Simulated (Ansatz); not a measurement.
HgTe (rocksalt type), DFT, PBE, all-electron PAW with datasets made for the crystal, scalar-relativistic (Ansatz 0.2.0), on 1 thread of Arm Neoverse V1 (shared host).

Command: `ansatz run input.yaml --threads 1 --pin off --max-ram 2048MiB --backend cpu --events-out ev --progress --plain --runs-dir out`

```yaml
crystal:
  lattice:
    - [0.0, 3.0722318152, 3.0722318152]
    - [3.0722318152, 0.0, 3.0722318152]
    - [3.0722318152, 3.0722318152, 0.0]
  atoms:
    - { symbol: Hg, position: [0.0, 0.0, 0.0] }
    - { symbol: Te, position: [0.5, 0.5, 0.5] }
kpoints:
  mp_grid: { grid: [12, 12, 12] }
scf:
  occupations: { method: fermi_dirac, width: 0.1 }
hamiltonian:
  xc: pbe
  pseudopotentials: { kind: all_electron, datasets: crystal }
output:
  forces: true
  stress: true
  eigenvalues: true
```

Question: How large is the problem that the program sets up?

Answer: 72 irreducible k-points, 531 plane waves at Γ, 13 bands.

Question: About how long does it take?

Answer: 8.8 s of wall time for 10 SCF iterations. Times on shared machines scatter by tens of per cent.
